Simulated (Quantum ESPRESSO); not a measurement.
Set up this calculation in Quantum ESPRESSO 7.5, as the native input.

| Item | Value |
| --- | --- |
| Task | relaxation of cell and atoms |
| Functional | PBEsol |
| Potentials or basis | SSSP 1.3 efficiency PBE |
| Cutoff | 857 eV |
| Density cutoff | 6884 eV |
| k mesh | 9 × 9 × 5 |
| Occupations | fermi-dirac, width 0.05 eV |
| Spin | no spin polarisation |
| Target pressure | 2 GPa |
| Mixing beta | 0.5 |
| Most SCF iterations | 120 |
| SCF threshold | 4e-10 Ry |
| Most ionic steps | 40 |
| Forc conv thr | 0.0004 Ry/bohr |
| Etot conv thr | 1e-05 Ry |
| Ion dynamics | bfgs |
| Cell dynamics | bfgs |
| Press conv thr | 0.3 kbar |

The system is Zr.

```xyz
2
Lattice="3.2320 0.0000 0.0000 -1.6160 2.7990 0.0000 0.0000 0.0000 5.1470" Properties=species:S:1:pos:R:3 pbc="T T T"
Zr    1.6160    0.9330    3.8603
Zr    0.0000    1.8660    1.2868
```

One way to write it, as run:

pw.in

```
&CONTROL
  calculation = 'vc-relax'
  prefix = 'pwscf'
  outdir = './tmp'
  pseudo_dir = './pseudo'
  tprnfor = .true.
  tstress = .true.
  disk_io = 'low'
  nstep = 40
  forc_conv_thr = 0.0004
  etot_conv_thr = 1d-05
/
&SYSTEM
  ibrav = 0
  nat = 2
  ntyp = 1
  ecutwfc = 63
  ecutrho = 506
  nbnd = 19
  input_dft = 'pbesol'
  occupations = 'smearing'
  smearing = 'fd'
  degauss = 0.00367493
/
&ELECTRONS
  conv_thr = 4d-10
  electron_maxstep = 120
  mixing_beta = 0.5
/
&IONS
  ion_dynamics = 'bfgs'
/
&CELL
  cell_dynamics = 'bfgs'
  press = 20
  press_conv_thr = 0.3
/
ATOMIC_SPECIES
Zr    91.2240 Zr_pbe_v1.uspp.F.UPF
CELL_PARAMETERS bohr
   6.1075948348    0.0000000000    0.0000000000
  -3.0537974174    5.2893322829    0.0000000000
   0.0000000000    0.0000000000    9.7264203634
ATOMIC_POSITIONS bohr
Zr     3.0537974177    1.7631107608    7.2948152726
Zr    -0.0000000003    3.5262215221    2.4316050909
K_POINTS automatic
9 9 5 0 0 0
```

Potentials or basis: SSSP 1.3 efficiency PBE.

Launch:

```bash
$ OMP_NUM_THREADS=1 pw.x -in pw.in > pw.out
```

It gave:

The relaxed volume is 22.05 Å³/atom, the relaxed cell is a = 3.160 Å, b = 3.160 Å, c = 5.100 Å, α = 90.00°, β = 90.00°, γ = 120.00° and the space group after relaxing (to 0.05 Å) is P6_3/mmc (No. 194). The energy change on relaxing (the enthalpy is what falls) is -6.1 meV/atom, the ionic steps are 7 and the pressure after relaxing is 2.0 GPa. The band gap on the k mesh is none (metal or under the smearing width).

Caveat: the potentials were made for another functional, which shifts forces and pressure.

It took 2.1 min on 1 thread of AMD EPYC 9B14 (Zen 4) (shared host), peak memory 0.27 GiB.
